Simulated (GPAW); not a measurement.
Crystal: Ti.

```
Ti
1.0
     2.95000    0.00000    0.00000
    -1.47500    2.55477    0.00000
     0.00000    0.00000    4.68000
Ti
2
Direct
  0.66667 0.33333 0.75000
  0.33333 0.66667 0.25000
```

```yaml
Program: GPAW 26.7.0
Task: relaxation of cell and atoms
Functional: PBEsol
Dispersion: D3
Potentials_or_basis: PAW data sets generated in the run's folder for this functional
Cutoff: 600 eV
Basis: pw
k_mesh: 9 × 9 × 5
Occupations: fermi-dirac, width 0.05 eV
Spin: no spin polarisation
```

At the start: pressure -10.2 GPa; volume 17.64 Å³/atom.

Question: Where does the relaxation end?

Answer: Over 4 steps the energy falls by 46.1 meV/atom and the volume is 16.04 Å³/atom (-9.0 %); space group P6_3/mmc (No. 194, to 0.05 Å).

The path:
| step | energy change (eV) | largest force (eV/Å) | pressure (GPa) | volume (Å³) |
| --- | --- | --- | --- | --- |
| 1 | 0.0000 | 0.0000 | -10.20 | 35.27 |
| 2 | -0.0434 | 0.0001 | -7.95 | 34.43 |
| 3 | -0.0907 | 0.0000 | 0.73 | 31.89 |
| 4 | -0.0922 | 0.0000 | -0.05 | 32.08 |

Final structure:
```cif
data_structure
_symmetry_space_group_name_H-M 'P 1'
_symmetry_Int_Tables_number 1
_cell_length_a 2.8604
_cell_length_b 2.8604
_cell_length_c 4.5277
_cell_angle_alpha 90.000
_cell_angle_beta 90.000
_cell_angle_gamma 120.000
_cell_volume 32.08
loop_
_atom_site_label
_atom_site_type_symbol
_atom_site_fract_x
_atom_site_fract_y
_atom_site_fract_z
_atom_site_occupancy
Ti1 Ti 0.66667 0.33333 0.75000 1
Ti2 Ti 0.33333 0.66667 0.25000 1
```

Caveat: later steps reuse the first step's grids; pairwise dispersion overbinds metals, which lowers pressure and volume.
